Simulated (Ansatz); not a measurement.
Pb (simple hexagonal type), DFT, PBE, all-electron LAPW, scalar-relativistic (Ansatz 0.2.0), on 1 thread of Arm Neoverse V1 (shared host).

Command: `ansatz run input.yaml --threads 1 --pin off --max-ram 2048MiB --backend cpu --events-out ev --progress --plain --runs-dir out`

```yaml
crystal:
  lattice:
    - [3.4182284173, 0.0, 0.0]
    - [-1.7091142087, 2.9602726453, 0.0]
    - [0.0, 0.0, 3.2715104496]
  atoms:
    - { symbol: Pb, position: [0.0, 0.0, 0.0] }
kpoints:
  mp_grid: { grid: [13, 13, 12] }
  band_path:
    path:
      - [0.0, 0.0, 0.0]
      - [0.5, 0.0, 0.0]
      - [0.3333333333, 0.3333333333, 0.0]
      - [0.0, 0.0, 0.0]
      - [0.0, 0.0, 0.5]
      - [0.5, 0.0, 0.5]
      - [0.3333333333, 0.3333333333, 0.5]
      - [0.0, 0.0, 0.5]
      - [0.5, 0.0, 0.5]
    npoints: 14
scf:
  occupations: { method: fermi_dirac, width: 0.1 }
hamiltonian:
  xc: pbe
  pseudopotentials: { kind: all_electron, lapw: { basis_error: 0.001 } }
output:
  forces: true
  stress: true
  eigenvalues: true
  populations: true
  dos: { projected: true, de: 0.2, e_range: [-14, 8] }
```

Task: How large is the problem that the program sets up?

Result: 147 irreducible k-points, 199 plane waves at Γ, 22 bands.

Task: About how long does it take?

Result: 20 s of wall time for 6 SCF iterations. Times on shared machines scatter by tens of per cent.
